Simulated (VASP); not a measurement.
Crystal: Nd.

```
Nd
1.0
     3.65700    0.00000    0.00000
    -1.82850    3.16705    0.00000
     0.00000    0.00000    5.90200
Nd
2
Direct
  0.66667 0.33333 0.75000
  0.33333 0.66667 0.25000
```

This isn't the form of Nd at room conditions, which is double hcp.

Program: VASP 6.6.1. Alike in all runs: potentials or basis VASP PAW PBE potentials, release 64 (Nd_3), 4f in core; cell as given; cutoff (eV) 520.

Task: Order these runs on this cell by their pressure, lowest first.
A. level BLYP; spin collinear, ferromagnetic start; k mesh 8 × 8 × 5; smearing gaussian 0.05 eV
B. level PBEsol+D4; spin non-collinear, antiferromagnetic start; k mesh 6 × 6 × 4; smearing methfessel-paxton 0.1 eV
C. level PBE+rVV10; spin collinear, ferromagnetic start; fixed moment (μB) 0; k mesh 8 × 8 × 5; smearing methfessel-paxton 0.2 eV

Result: B (-1.5 GPa), C (0.8 GPa), A (3.5 GPa).

Caveats: the magnetic or orbital state may not be the lowest; the PAW data sets were made with another functional, which shifts forces and pressure a little (some runs); the moment is held away from its start (some runs); the total moment is fixed, so each spin has its own Fermi level (some runs); pairwise dispersion overbinds metals, which lowers pressure and volume (some runs).
